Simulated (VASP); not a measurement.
A run of VASP 6.6.1 is set up as follows.

Contents of INCAR:

```
SYSTEM = SnGe15
  PREC = Accurate
  ENCUT = 400
  EDIFF = 1E-6
  ISMEAR = 0
  SIGMA = 0.02
  LREAL = .FALSE.
  LASPH = .TRUE.
  NELM = 60
  ALGO = Normal
  ISIF = 2
  LWAVE = .FALSE.
  LCHARG = .FALSE.
  GGA = PS
  IBRION = 2
  NSW = 60
  EDIFFG = -0.01
```

KPOINTS

```
Automatic mesh
0
G
  6 6 3
  0 0 0
```

Contents of POSCAR:

```
SnGe15
1.0
    5.6760000000      0.0000000000      0.0000000000
    0.0000000000      5.6760000000      0.0000000000
    0.0000000000      0.0000000000     11.5345200000
Ge Sn
15 1
Direct
    0.0000000000      0.0000000000      0.0000000000
    0.0000000000      0.5000000000      0.2500000000
    0.5000000000      0.0000000000      0.2500000000
    0.5000000000      0.5000000000      0.0000000000
    0.2500000000      0.2500000000      0.1250000000
    0.2500000000      0.7500000000      0.3750000000
    0.7500000000      0.2500000000      0.3750000000
    0.7500000000      0.7500000000      0.1250000000
    0.0000000000      0.0000000000      0.5000000000
    0.0000000000      0.5000000000      0.7500000000
    0.5000000000      0.0000000000      0.7500000000
    0.5000000000      0.5000000000      0.5000000000
    0.2500000000      0.2500000000      0.6250000000
    0.2500000000      0.7500000000      0.8750000000
    0.7500000000      0.7500000000      0.6250000000
    0.7500000000      0.2500000000      0.8750000000
```

Potentials or basis: VASP PAW PBE potentials, release 64 (Ge_d, Sn_d).

Launch:

```bash
$ cat potpaw_PBE.64/Ge_d/POTCAR potpaw_PBE.64/Sn_d/POTCAR > POTCAR
$ mpirun -np 1 vasp_std > vasp.out
```

Q: What does it give for the band gap on the k mesh?

A: None (metal or under the smearing width).

Q: Estimate the energy gained by relaxing.

A: 20.3 meV/atom.

Stress tensor (GPa, compression positive):
```
 0.87  0.00  0.00
 0.00  0.87  0.00
 0.00  0.00 -0.19
```

Caveat: the PAW data sets were made with another functional, which shifts forces and pressure a little.
